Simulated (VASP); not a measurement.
# C (P6_3/mmc) in VASP: vibrations by finite differences with PBE+D3(BJ)

Aim: the vibrations by finite differences of C with PBE+D3(BJ).

All numbers are computed with VASP 6.6.1; they aren't measurements. Logs are shortened: lines on timing, memory, paths and dates and some standing lists are left out, and cuts for length are marked.

**1. The crystal as given**

It takes space group P6_3/mmc (No. 194, hexagonal). Conventional cell: a = 2.464 Å, b = 2.464 Å, c = 6.766 Å, α = 90.00°, β = 90.00°, γ = 120.00°. C (site symmetry -6m2) is surrounded by 3 C at 1.42 Å. C (site symmetry -6m2) has 3 C at 1.42 Å as nearest neighbours.

**2. Vibrations by finite differences, PBE+D3(BJ)**

Input file INCAR:

```
SYSTEM = C
ALGO = Fast
EDIFF = 1E-8
ENCUT = 520
GGA = PE
IBRION = 6
ISIF = 2
ISMEAR = 0
IVDW = 12
KPAR = 4
LASPH = .True.
LCHARG = .False.
LREAL = .False.
LWAVE = .False.
NBANDS = 16
NELM = 60
NFREE = 2
NSW = 1
POTIM = 0.015
PREC = Accurate
SIGMA = 0.02
```

Input file KPOINTS:

```
k-points
0
Gamma
  15 15 6
  0 0 0
```

Input file POSCAR:

```
C
1.0
    2.4640000000      0.0000000000      0.0000000000
   -1.2320000000      2.1338865900      0.0000000000
    0.0000000000      0.0000000000      6.7660000000
C
4
Direct
    0.0000000000      0.0000000000      0.7500000000
    0.0000000000      0.0000000000      0.2500000000
    0.3333333300      0.6666666700      0.7500000000
    0.6666666700      0.3333333300      0.2500000000
```

Potentials or basis: VASP PAW PBE potentials, release 64 (C).

Started as:

```
$ cat potpaw_PBE.64/C/POTCAR > POTCAR
$ mpirun -np 4 vasp_std > vasp.out
```

OUTCAR:

```text
SYSTEM = C
   EDIFF = 1E-8
   ENCUT = 520
   GGA = PE
   IBRION = 6
   ISIF = 2
   ISMEAR = 0
   IVDW = 12
   LASPH = .True.
   LREAL = .False.
   NELM = 60
   NFREE = 2
   NSW = 1
   POTIM = 0.015
   PREC = Accurate
 IVDW          = 12

 ion  position               nearest neighbor table
   1  0.000  0.000  0.750-   3 1.42   3 1.42   3 1.42
   2  0.000  0.000  0.250-   4 1.42   4 1.42   4 1.42
   3  0.333  0.667  0.750-   1 1.42   1 1.42   1 1.42
   4  0.667  0.333  0.250-   2 1.42   2 1.42   2 1.42

  LATTYP: Found a hexagonal cell.
 ALAT       =     2.4640000000
 C/A-ratio  =     2.7459415584

  Lattice vectors:

 A1 = (   2.4640000000,   0.0000000000,   0.0000000000)
 A2 = (  -1.2320000000,   2.1338865900,   0.0000000000)
 A3 = (   0.0000000000,   0.0000000000,   6.7660000000)

Analysis of symmetry for initial positions (statically):
=====================================================================
 Subroutine PRICEL returns:
 Original cell was already a primitive cell.

 Routine SETGRP: Setting up the symmetry group for a
 hexagonal supercell.

 Subroutine GETGRP returns: Found 24 space group operations
 (whereof 12 operations were pure point group operations)
 out of a pool of 24 trial point group operations.

The static configuration has the point symmetry D_3d.
 The point group associated with its full space group is D_6h.

Analysis of symmetry for dynamics (positions and initial velocities):
=====================================================================
 Subroutine PRICEL returns:
 Original cell was already a primitive cell.

 Routine SETGRP: Setting up the symmetry group for a
 hexagonal supercell.

 Subroutine GETGRP returns: Found 24 space group operations
 (whereof 12 operations were pure point group operations)
 out of a pool of 24 trial point group operations.

The dynamic configuration has the point symmetry D_3d.
 The point group associated with its full space group is D_6h.

 Subroutine INISYM returns: Found 24 space group operations
 (whereof 12 operations are pure point group operations),
 and found     1 'primitive' translations

----------------------------------------------------------------------------------------

                                     Primitive cell

  volume of cell :      35.5749

  direct lattice vectors                    reciprocal lattice vectors
     2.464000000  0.000000000  0.000000000     0.405844156  0.234314233  0.000000000
    -1.232000000  2.133886590  0.000000000     0.000000000  0.468628466  0.000000000
     0.000000000  0.000000000  6.766000000     0.000000000  0.000000000  0.147797813

  length of vectors
     2.464000000  2.463999996  6.766000000     0.468628466  0.468628466  0.147797813

  position of ions in fractional coordinates (direct lattice)
     0.000000000  0.000000000  0.750000000
     0.000000000  0.000000000  0.250000000
     0.333333330  0.666666670  0.750000000
     0.666666670  0.333333330  0.250000000

  ion indices of the primitive-cell ions
   primitive index   ion index
                 1           1
                 2           2
                 3           3
                 4           4

----------------------------------------------------------------------------------------

 KPOINTS: k-points

Automatic generation of k-mesh.
 Grid dimensions read from file:
 generate k-points for:   15   15    6

 Generating k-lattice:

  Cartesian coordinates                     Fractional coordinates (reciprocal lattice)
     0.027056277  0.015620949  0.000000000     0.066666667 -0.000000000  0.000000000
     0.000000000  0.031241898  0.000000000     0.000000000  0.066666667  0.000000000
     0.000000000  0.000000000  0.024632969     0.000000000  0.000000000  0.166666667

  Length of vectors
     0.031241898  0.031241898  0.024632969

  Shift w.r.t. Gamma in fractional coordinates (k-lattice)
[... 38 lines left out ...]
   dimension x,y,z NGXF=    36 NGYF=   36 NGZF=  100
   ions per type =               4
   NGX,Y,Z   is equivalent  to a cutoff of  12.14, 12.14, 12.29 a.u.
   NGXF,Y,Z  is equivalent  to a cutoff of  24.29, 24.29, 24.57 a.u.
 SYSTEM =  C
   PREC   = accura    normal or accurate (medium, high low for compatibility)
   ISTART =      0    job   : 0-new  1-cont  2-samecut
   ICHARG =      2    charge: 1-file 2-atom 10-const
   ISPIN  =      1    spin polarized calculation?
   LNONCOLLINEAR =      F non collinear calculations
   LSORBIT =      F    spin-orbit coupling
   LASPH  =      T    aspherical Exc in radial PAW
   ENCUT  =  520.0 eV  38.22 Ry    6.18 a.u.   4.58  4.58 12.58*2*pi/ulx,y,z
   NELM   =     60;   NELMIN=  2; NELMDL= -5     # of ELM steps
   EDIFF  = 0.1E-07   stopping-criterion for ELM
   LREAL  =      F    real-space projection
   EDIFFG = 0.1E-06   stopping-criterion for IOM
   NSW    =     85    number of steps for IOM
   IBRION =      6    ionic relax: 0-MD 1-quasi-New 2-CG
   NFREE  =      2    steps in history (QN), initial steepest desc. (CG)
   ISIF   =      2    stress and relaxation
   ISYM   =      2    0-nonsym 1-usesym 2-fastsym
   POTIM  = 0.0150    time-step for ionic-motion
   TEBEG  =    0.0;   TEEND  =   0.0 temperature during run
   PSTRESS=    0.0 pullay stress
   NELECT =      16.0000    total number of electrons
   NUPDOWN=      -1.0000    fix difference up-down
   EMIN   =  10.00;   EMAX   =-10.00  energy-range for DOS
   EFERMI =   0.00;   METHOD = LEGACY
   ISMEAR =     0;   SIGMA  =   0.02  broadening in eV -4-tet -1-fermi 0-gaus
   EFERMI_NEDOS =   21; number of points for ismear=-14 and -15
   IALGO  =     68    algorithm
   IMIX   =      4    mixing-type and parameters
     AMIX     =   0.40;   BMIX     =  1.00
     AMIX_MAG =   1.60;   BMIX_MAG =  1.00
  volume/ion in A,a.u.               =       8.89        60.02
  Fermi-wavevector in a.u.,A,eV,Ry     =   1.254296  2.370276 21.405492  1.573259
  Thomas-Fermi vector in A             =   2.388108
   LORBIT       =      0    0 simple, 1 ext, 2 COOP (PROOUT), +10 PAW based schemes
   GGA     = PE    functional components
   LHFCALC =     F    Hartree Fock is set to
   AEXX    =    0.0000 exact exchange contribution
   IVDW    =    12    specifies the selected vdW correction
   LEPSILON=     F    determine dielectric tensor
   LRPA    =     F    only Hartree local field effects (RPA)
 finite differences with symmetry
 non-spin polarized calculation
 RMM-DIIS sequential band-by-band and
 Gauss-broadening in eV      SIGMA  =   0.02
  energy-cutoff  :      520.00
  volume of cell :       35.57
 maximum number of plane-waves:       979
   NGX =  9   NGY =  9   NGZ = 25

--------------------------------------- Ionic step        1  -------------------------------------------

 number of electron      15.9999994 magnetization

 Free energy of the ion-electron system (eV)
  ---------------------------------------------------
  ext. energy  EPLUGINS =         0.00000000
  ---------------------------------------------------
  free energy    TOTEN  =       -36.84750887 eV

  energy without entropy =      -36.84732224  energy(sigma->0) =      -36.84741556

------------------------ aborting loop because EDIFF is reached ----------------------------------------

 Edisp (eV)   -0.61924

 E8    (eV) :    -0.1753
[... 327 lines left out ...]
--------------------------------------- Ionic step        9  -------------------------------------------

 number of electron      15.9999994 magnetization

 Free energy of the ion-electron system (eV)
  ---------------------------------------------------
  ext. energy  EPLUGINS =         0.00000000
  ---------------------------------------------------
  free energy    TOTEN  =       -36.84561342 eV

  energy without entropy =      -36.84542740  energy(sigma->0) =      -36.84552041

 E-fermi :   4.6078     XC(G=0): -10.2686

 val. band max:        4.6029437611   @ k =   0.3333   0.3333   0.5000
 cond. band min:       4.6083970289   @ k =   0.3333   0.3333   0.5000
 fundamental gap:      0.0054532678
 Fermi energy:         4.6078086108

 k-point     1 :       0.0000    0.0000    0.0000
  band No.  band energies     occupation
      1     -15.0410      2.00000
      2     -14.7597      2.00000
      3      -3.8741      2.00000
      4      -1.9893      2.00000
      5       1.5950      2.00000
      6       1.5950      2.00000
[... 433 lines left out ...]
      3      -8.0791      2.00000
      4      -8.0161      2.00000
      5      -4.2580      2.00000
      6      -4.1623      2.00000
[... 8 lines left out ...]
     15      16.6931      0.00000
     16      16.7524      0.00000

 [... further k-points ...]

------------------------ aborting loop because EDIFF is reached ----------------------------------------

 Edisp (eV)   -0.61925

 E8    (eV) :    -0.1753
[... 27 lines left out ...]
  FREE ENERGIE OF THE ION-ELECTRON SYSTEM (eV)
  ---------------------------------------------------
  free  energy   TOTEN  =       -37.4648625786 eV

  energy  without entropy=      -37.4646765492  energy(sigma->0) =      -37.46476956

 INTERNAL STRAIN TENSORS FROM DISPLACED ATOMS
 ============================================

 INTERNAL STRAIN TENSOR FOR ION    1 for displacements in x,y,z  (eV/Angst):
          X           Y           Z          XY          YZ          ZX
  --------------------------------------------------------------------------------
  x     0.00000     0.00000     0.00000   -10.27491     0.00000     0.00000
  y   -10.27491    10.27491     0.00000     0.00000     0.00000     0.00000
  z     0.00000    -0.00000     0.00000     0.00000     0.00000     0.00000

 INTERNAL STRAIN TENSOR FOR ION    4 for displacements in x,y,z  (eV/Angst):
          X           Y           Z          XY          YZ          ZX
  --------------------------------------------------------------------------------
  x     0.00000     0.00000     0.00000   -10.53689     0.00000     0.00000
  y   -10.53689    10.53689    -0.00000     0.00000     0.00000     0.00000
  z     0.00000    -0.00000    -0.00000     0.00000     0.00000     0.00000

 Eigenvectors and eigenvalues of the dynamical matrix
 ----------------------------------------------------

   1 f  =   46.350776 THz   291.230516 2PiTHz 1546.095474 cm-1   191.691322 meV
             X         Y         Z           dx          dy          dz
      0.000000  0.000000  5.074500     0.500009    0.000000   -0.000000
      0.000000  0.000000  1.691500     0.500009    0.000000    0.000000
     -0.000000  1.422591  5.074500    -0.499991   -0.000000   -0.000000
      1.232000  0.711296  1.691500    -0.499991   -0.000000   -0.000000
[... 71 lines left out ...]
  12 f/i=    0.959640 THz     6.029593 2PiTHz   32.010129 cm-1     3.968748 meV
             X         Y         Z           dx          dy          dz
      0.000000  0.000000  5.074500     0.499544   -0.000027   -0.000000
      0.000000  0.000000  1.691500    -0.499544    0.000027   -0.000000
     -0.000000  1.422591  5.074500     0.500456   -0.000027   -0.000000
      1.232000  0.711296  1.691500    -0.500456    0.000027   -0.000000

 ELASTIC MODULI CONTR FROM IONIC RELAXATION (kBar)
 Direction    XX          YY          ZZ          XY          YZ          ZX
 --------------------------------------------------------------------------------
 XX        -185.4978    185.4978     -0.0000     -0.0000      0.0000      0.0000
 YY         185.4978   -185.4978      0.0000      0.0000      0.0000      0.0000
 ZZ          -0.0000      0.0000     -0.0000      0.0000      0.0000      0.0000
 XY          -0.0000      0.0000      0.0000   -185.4978      0.0000      0.0000
 YZ           0.0000      0.0000      0.0000      0.0000      0.0000      0.0000
 ZX           0.0000      0.0000      0.0000      0.0000      0.0000      0.0000
 --------------------------------------------------------------------------------
```

It took 2.5 min on 4 MPI ranks of Intel Xeon Platinum 8488C (Sapphire Rapids), shared host; peak memory 0.42 GiB.

Results:

```yaml
Highest_phonon_frequency_at_Γ: 1546 cm⁻¹
Most_unstable_mode: 32i cm⁻¹
Dispersion_energy_per_atom: -0.155 eV
```

Phonon frequencies in cm⁻¹ (negative: imaginary):
```tsv
q point	frequencies
(0.000, 0.000, 0.000)	-32 -32 0 0 0 104 861 869 1543 1543 1546 1546
```

Caveat: some modes are imaginary.
